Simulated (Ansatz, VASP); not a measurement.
# One calculation of Al2Au, two programs

```
CELL_PARAMETERS angstrom
0.00000 3.03948 3.03948
3.03948 0.00000 3.03948
3.03948 3.03948 0.00000
ATOMIC_POSITIONS crystal
Au 0.00000 0.00000 0.00000
Al 0.75000 0.75000 0.75000
Al 0.25000 0.25000 0.25000
```

Change from the starting cell: volume scaled by 1.04.

Alike in both runs: task single point; functional PBEsol; k mesh 8 × 8 × 8; occupations fermi-dirac, width 0.05 eV; no spin polarisation.

|  | VASP | Ansatz |
| --- | --- | --- |
| version | VASP 6.6.1 | Ansatz 0.2.0 |
| potentials or method | VASP PAW PBE potentials, release 64 (Au, Al), cutoff 520 eV | all-electron LAPW, scalar-relativistic |

|  | VASP | Ansatz | Ansatz less VASP |
| --- | --- | --- | --- |
| gap on the k mesh at the Fermi level (eV) | none | none | - |
| pressure (GPa) | -4.2 | -4.0 | +0.16 |

A gap of «none» marks a metal or a gap that the smearing closes. Ansatz ran all-electron here, so the differences hold the error of VASP's frozen core and of both bases.

Caveats: the PAW data sets were made with another functional, which shifts forces and pressure a little (VASP). Spin-orbit coupling is left out, which matters for the levels of Au.
